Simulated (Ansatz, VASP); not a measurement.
One calculation of GaP, two programs

```
CELL_PARAMETERS angstrom
0.00000 2.70696 2.70696
2.70696 0.00000 2.70696
2.70696 2.70696 0.00000
ATOMIC_POSITIONS crystal
Ga 0.00000 0.00000 0.00000
P 0.25000 0.25000 0.25000
```

Alike in both runs: task single point; functional PBEsol; k mesh 6 × 6 × 6; no spin polarisation.

|  | VASP | Ansatz |
| --- | --- | --- |
| version | VASP 6.6.1 | Ansatz 0.2.0 |
| potentials or method | VASP PAW PBE potentials, release 64 (Ga_d, P) | plane waves, PAW |
| plane-wave cutoff (eV) | 520 | 435 |
| occupations | gaussian, width 0.01 eV | fixed |
| valence electrons in the cell | 18 | 18 |

|  | VASP | Ansatz | Ansatz less VASP |
| --- | --- | --- | --- |
| pressure (GPa) | 1.2 | 1.2 | +0.06 |

Caveats: the PAW data sets were made with another functional, which shifts forces and pressure a little (VASP). A k mesh can miss the band edges.
